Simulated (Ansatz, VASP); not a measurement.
## Two plane-wave programs on BN

```xyz
4
Lattice="2.5061 0.0000 0.0000 -1.2531 2.1704 0.0000 0.0000 0.0000 6.5974" Properties=species:S:1:pos:R:3 pbc="T T T"
B     0.0000   -0.3840    3.0107
B     0.0000    1.4469    0.0000
N     0.0000    0.0000    0.0000
N     1.2531    0.7235    3.2987
```

Alike in both runs: task single point; functional PBE; dispersion D3(BJ); k mesh 12 × 12 × 4; occupations gaussian, width 0.05 eV; no spin polarisation.

|  | VASP | Ansatz |
| --- | --- | --- |
| version | VASP 6.6.1 | Ansatz 0.2.0 |
| potentials or method | VASP PAW PBE potentials, release 64 (B, N) | scalar-relativistic, plane waves, PAW |
| plane-wave cutoff (eV) | 520 | 420 |
| valence electrons in the cell | 16 | 16 |

|  | VASP | Ansatz | Ansatz less VASP |
| --- | --- | --- | --- |
| gap on the k mesh at the Fermi level (eV) | 1.43 | 1.43 | +0.008 |
| least direct gap on the mesh (eV) | 2.66 | 2.67 | +0.010 |
| rms of the force components (eV/Å) | 11.592 | 11.406 | -0.1868 |

Atom by atom the forces differ by 0.189 eV/Å (rms over components).

Caveats: forces of over 1 eV/Å show positions far from the minimum, so gaps and moduli don't describe the material at rest. A k mesh can miss the band edges.
